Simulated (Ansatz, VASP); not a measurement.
## CdTe in VASP and in Ansatz

INCAR

```
  PREC = Accurate
  ENCUT = 520
  EDIFF = 1E-6
  ISMEAR = 0
  SIGMA = 0.05
  LREAL = F
  LASPH = T
  NELM = 60
  ALGO = Normal
  ISIF = 2
  LWAVE = F
  LCHARG = F
  GGA = RE
  NBANDS = 16
```

KPOINTS

```
Automatic mesh
0
Gamma
  6 6 6
```

File POSCAR:

```
CdTe
1.0
    0.0000000000      3.0955987840      3.0955987840
    3.0955987840      0.0000000000      3.0955987840
    3.0955987840      3.0955987840      0.0000000000
Cd Te
1 1
Direct
    0.5000000000      0.5000000000      0.5000000000
    0.0000000000      0.0000000000      0.0000000000
```

Input for Ansatz:

```yaml
crystal:
  lattice:
    - [0.0, 3.095598784, 3.095598784]
    - [3.095598784, 0.0, 3.095598784]
    - [3.095598784, 3.095598784, 0.0]
  atoms:
    - { symbol: Cd, position: [0.5, 0.5, 0.5] }
    - { symbol: Te, position: [0.0, 0.0, 0.0] }
basis:
  ecutwfc: 420
  ecutrho_ratio: 4
kpoints:
  mp_grid: { grid: [6, 6, 6] }
hamiltonian:
  xc: revpbe
scf:
  occupations: { method: gaussian, width: 0.05 }
output:
  forces: true
  stress: true
  eigenvalues: true
```

Alike in both runs: task single point; functional revPBE; k mesh 6 × 6 × 6; occupations gaussian, width 0.05 eV; no spin polarisation.

|  | VASP | Ansatz |
| --- | --- | --- |
| version | VASP 6.6.1 | Ansatz 0.2.0 |
| potentials or method | VASP PAW PBE potentials, release 64 (Cd, Te) | scalar-relativistic, plane waves, PAW |
| plane-wave cutoff (eV) | 520 | 420 |
| valence electrons in the cell | 18 | 36 |

VASP gave:

- gap on the k mesh at the Fermi level (eV): none
- pressure (GPa): 0.2

**Question.** Estimate Ansatz's values.

**Answer.** gap on the k mesh at the Fermi level (eV): none; pressure (GPa): 0.0.

A gap of «none» marks a metal or a gap that the smearing closes. The two sets of potentials don't hold the same shells in valence.

Caveats: the PAW data sets were made with another functional, which shifts forces and pressure a little (VASP). The runs have no spin-orbit coupling, so splittings on Te are missing.
